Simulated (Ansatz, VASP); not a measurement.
## MgS: VASP beside Ansatz

```
CELL_PARAMETERS angstrom
0.00000 2.50058 2.66494
2.50058 0.00000 2.66494
2.50058 2.50058 0.00000
ATOMIC_POSITIONS crystal
Mg 0.00000 0.00000 0.00000
S 0.50000 0.50000 0.50000
```

Change from the starting cell: epitaxial_xy strain -3.9%.

Alike in both runs: task single point; functional PBE; k mesh 8 × 8 × 8; occupations fermi-dirac, width 0.02 eV; no spin polarisation.

|  | VASP | Ansatz |
| --- | --- | --- |
| version | VASP 6.6.1 | Ansatz 0.2.0 |
| potentials or method | VASP PAW PBE potentials, release 64 (Mg, S) | plane waves, PAW |
| plane-wave cutoff (eV) | 520 | 420 |
| valence electrons in the cell | 8 | 16 |

Ansatz gave:

```
gap on the k mesh at the Fermi level (eV)       : 2.67
pressure (GPa)                                  : 6.8
largest component of the traceless stress (GPa) : 5.58
```

Task: What did VASP give for the same quantities?

Result: gap on the k mesh at the Fermi level (eV): 2.66; pressure (GPa): 6.4; largest component of the traceless stress (GPa): 5.56.

With one functional, cell and mesh, what is left measures potentials, basis and numerics. The two sets of potentials don't hold the same shells in valence.

A k mesh can miss the band edges.
